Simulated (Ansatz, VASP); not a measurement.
# One calculation of ZnO (zincite), two programs

```
Zn O
1.0
     3.24931    0.00000    0.00000
    -1.62465    2.81398    0.00000
     0.00000    0.00000    5.20571
Zn O
2 2
Cartesian
  1.6247 0.9380 0.0000
  0.0000 1.8760 2.6029
  0.0000 1.8760 4.5759
  1.6247 0.9380 1.9730
```

Alike in both runs: functional PBE; k mesh 9 × 9 × 5; occupations fermi-dirac, width 0.05 eV; no spin polarisation.

|  | VASP | Ansatz |
| --- | --- | --- |
| version | VASP 6.6.1 | Ansatz 0.2.0 |
| potentials or method | VASP PAW PBE potentials, release 64 (Zn, O), cutoff 520 eV | all-electron LAPW, scalar-relativistic |
| task | single point | band structure |

Ansatz gave:

| Item | Value |
| --- | --- |
| gap on the k mesh at the Fermi level (eV) | 0.82 |
| least direct gap on the mesh (eV) | 0.82 |
| pressure (GPa) | 4.8 |
| largest component of the traceless stress (GPa) | 1.13 |
| rms of the force components (eV/Å) | 0.040 |

Which values does VASP return?

gap on the k mesh at the Fermi level (eV): 0.79; least direct gap on the mesh (eV): 0.79; pressure (GPa): 6.0; largest component of the traceless stress (GPa): 1.17; rms of the force components (eV/Å): 0.043.

Atom by atom the forces differ by 0.003 eV/Å (rms over components). Ansatz ran all-electron here, so the differences hold the error of VASP's frozen core and of both bases.

PBE gaps usually lie below the measured ones, often by a third to a half.
